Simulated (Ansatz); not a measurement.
# PbSe: the cost of one run

Computed with Ansatz 0.2.0 (DFT PBEsol, all-electron LAPW, scalar-relativistic unless said, unless a step's input says otherwise).

1 further run of the same task is left out (it didn't finish).

**1. Starting point**

Symmetry: Fm-3m, No. 225, cubic system. Conventional cell: a = 6.103 Å, b = 6.103 Å, c = 6.103 Å, α = 90.00°, β = 90.00°, γ = 90.00°. Pb (site symmetry m-3m) is surrounded by 6 Se at 3.05 Å. Around Se (site symmetry m-3m) lie 6 Pb at 3.05 Å.

As a file:

```cif
data_structure
_symmetry_space_group_name_H-M 'P 1'
_symmetry_Int_Tables_number 1
_cell_length_a 4.3154
_cell_length_b 4.3154
_cell_length_c 4.3154
_cell_angle_alpha 60.000
_cell_angle_beta 60.000
_cell_angle_gamma 60.000
_cell_volume 56.83
loop_
_atom_site_label
_atom_site_type_symbol
_atom_site_fract_x
_atom_site_fract_y
_atom_site_fract_z
_atom_site_occupancy
Pb1 Pb 0.00000 0.00000 0.00000 1
Se1 Se 0.50000 0.50000 0.50000 1
```

Cartesian axes are those of the input's lattice vectors. The structure goes back to a database entry.

**2. Reference run, fine mesh, LAPW**

Input file input.yaml:

```yaml
crystal:
  lattice:
    - [0.0, 3.05147396705, 3.05147396705]
    - [3.05147396705, 0.0, 3.05147396705]
    - [3.05147396705, 3.05147396705, 0.0]
  atoms:
    - { symbol: Pb, position: [0.0, 0.0, 0.0] }
    - { symbol: Se, position: [0.5, 0.5, 0.5] }
kpoints:
  mp_grid: { grid: [12, 12, 12] }
scf:
  occupations: { method: fixed }
hamiltonian:
  xc: pbesol
  pseudopotentials: { kind: all_electron, lapw: { basis_error: 0.001 } }
output:
  forces: true
  stress: true
  eigenvalues: true
  eigenstates:
    nscf_kmesh: { grid: [12, 12, 12] }
    de_dk: true
    e_range: [-9, 10.16831241981]
  optics:
    e_range: [0, 30]
    de: 0.2
    sigma: 0.2
    bands: { spectra_wanted_up_to: 30 }
    nscf_kmesh: { grid: [12, 12, 12] }
checkpoint:
  write: ck
  write_wavefunctions: false
```

Command:

```bash
$ ansatz run input.yaml --threads 1 --pin off --max-ram 3072MiB --backend cpu --events-out ev --progress --plain --runs-dir out
```

**Question.** How long does this run take on 1 thread of Intel Xeon Platinum 8488C (Sapphire Rapids), shared host, and how much memory does it need?

About 83 s, with a peak of 0.54 GiB.
